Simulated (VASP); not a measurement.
In LiF (rock salt type) the Li atom of the primitive cell, with all its periodic images, is moved by 0.06 Å along [111].

```
Li F
1.0
     0.00000    2.03500    2.03500
     2.03500    0.00000    2.03500
     2.03500    2.03500    0.00000
Li F
1 1
Direct
  0.00851 0.00851 0.00851
  0.50000 0.50000 0.50000
```

These are results of VASP 6.6.1, HSE06, plane waves, standard recommended PAW potentials, not measurements.

Cutoff 649 eV; orbitals from an earlier step on the same cell; potentials Li_sv F; PREC = Accurate; HFSCREEN = 0.208; HFRCUT = 0; PRECFOCK = Normal; k-mesh 4×4×4 Γ-centred; Fermi–Dirac smearing of 0.05 eV; no spin polarisation.

Problem. What force results?

Solution. The force on it along the displacement is -0.0752 eV/Å, a force constant of 1.25 eV/Å². The cell stands under a pressure of -3.6 GPa, which shifts the constant from its value at the relaxed volume.

```csv
atom,Fx (eV/Å),Fy (eV/Å),Fz (eV/Å)
Li1,-0.0434,-0.0434,-0.0434
F2,0.0434,0.0434,0.0434
```

The k-mesh is modest, so these values aren't fully converged in k. Potentials made with PBE were used with another functional.
